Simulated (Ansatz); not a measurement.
Born–Oppenheimer molecular dynamics of a periodic cell of 36 atoms, Mg (start crystal Mg, start structure hcp, volume 1.15 times the crystal's). It goes on from the last frame of an earlier run, with new velocities.

Theory: DFT PBE, scalar-relativistic, plane waves, PAW (Ansatz 0.2.0). Settings: cutoff 420 eV, k mesh 1x1x1, fermi-dirac smearing 0.16 eV, no spin polarisation.

```yaml
ensemble: NVT, Langevin thermostat
time_step: 2 fs
steps_asked: 400
set_temperature: 1440 K
friction: 0.02 /fs
temperature_schedule: 300 steps to 300 K, then 100 steps to 300 K
seed: 745062
```

First frame:

```xyz
36
Lattice="10.0892 0.0000 0.0000 -5.0446 8.7375 0.0000 0.0000 0.0000 10.9233" Properties=species:S:1:pos:R:3
Mg 1.239 1.206 -0.244
Mg -0.880 2.642 1.696
Mg 0.077 0.771 4.874
Mg 2.059 1.849 6.631
Mg -1.936 0.400 -0.220
Mg -1.641 4.935 3.697
Mg -2.248 4.849 7.420
Mg -0.996 3.024 9.891
Mg -3.202 4.841 0.416
Mg -3.711 6.933 2.368
Mg -4.435 6.647 5.559
Mg -3.587 7.952 8.460
Mg 3.401 -0.657 0.157
Mg 2.640 2.248 2.267
Mg 3.297 -1.373 6.037
Mg 4.645 1.177 5.867
Mg 2.841 3.586 -1.569
Mg 1.881 5.411 2.189
Mg 0.882 3.752 4.406
Mg 0.205 5.104 8.114
Mg -0.312 5.405 0.440
Mg -0.558 7.678 2.953
Mg 0.990 6.728 6.063
Mg -0.558 8.296 8.210
Mg 6.675 -1.763 -0.544
Mg 5.366 1.162 1.706
Mg 7.321 0.144 3.969
Mg 7.538 0.621 8.204
Mg 5.630 2.672 -1.018
Mg 4.224 4.338 1.717
Mg 5.741 3.367 4.122
Mg 5.087 4.745 8.030
Mg 4.409 6.501 -0.772
Mg 3.651 7.680 1.992
Mg 3.559 4.684 5.128
Mg 3.533 7.229 7.686
```

Task: What does the run give?

Result: The run went to its last step.

```json
{"steps done": "400", "time covered": "800 fs", "mean temperature over the second half": "499 K", "spread of the potential energy over the second half": "19.4 meV per atom", "mean potential energy of the second half above the start": "-112.2 meV per atom"}
```

The schedule's set-point averaged 395 K over the second half and the system 499 K, so it lags behind the ramp. A run of 0.8 ps of so small a system gives no equilibrium averages. Limits of this set-up: coarse k mesh.

Task: What happens to the structure?

Result: Mean squared displacements from the first frame to the last, about the centre of mass: Mg 1.56 Å². The details hang on the random start.

Task: How do temperature and energy run in time?

Result: 
```tsv
time (fs)	T (K)	potential energy less start (eV)
0.0	1400	0.000
66.0	965	0.881
132.0	1175	0.467
198.0	1102	-1.470
264.0	1123	-1.900
330.0	928	-1.416
396.0	747	-2.124
462.0	755	-3.299
528.0	708	-3.849
594.0	447	-4.224
660.0	300	-4.505
726.0	455	-4.454
792.0	331	-5.324
```

Time of the run: 11 min on 4 threads of Intel(R) Xeon(R) 6975P-C (Granite Rapids), on a shared host, peak memory 1.1 GiB.
